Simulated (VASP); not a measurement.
Ni, 1 atom in the cell. The structure is cubic, space group Fm-3m (No. 225). Conventional cell: a = 3.475 Å, b = 3.475 Å, c = 3.475 Å, α = 90.00°, β = 90.00°, γ = 90.00°. Around Ni (site symmetry m-3m) lie 12 Ni at 2.46 Å. 

```yaml
Program: VASP 6.6.1
Task: relaxation of cell and atoms
Functional: optB88-vdW
Potentials_or_basis: VASP PAW PBE potentials, release 64 (Ni)
Cutoff: 600 eV
k_mesh: 13 × 13 × 13
Occupations: fermi-dirac, width 0.05 eV
Spin: collinear spin, ferromagnetic start
Starting_moments: "[1.0] μB"
Further_INCAR_settings: ALGO = Normal; EDIFF = 1e-06; IBRION = 2; EDIFFG = -0.01; NSW = 60; ISIF = 3
```

Potentials or basis: VASP PAW PBE potentials, release 64 (Ni).

Command:

```sh
$ cat potpaw_PBE.64/Ni/POTCAR > POTCAR
$ mpirun -np 1 vasp_std > vasp.out
```

Hardware: 1 thread of Intel(R) Xeon(R) Platinum 8259CL CPU @ 2.50GHz (Skylake/Cascade Lake), with other jobs on the host.

Task: Estimate the wall time of this run.

Result: It took 75 s on 1 thread of Intel(R) Xeon(R) Platinum 8259CL CPU @ 2.50GHz (Skylake/Cascade Lake), on a shared host, peak memory 0.25 GiB. Counts: scf iterations 29, k points 84, ion steps 3.
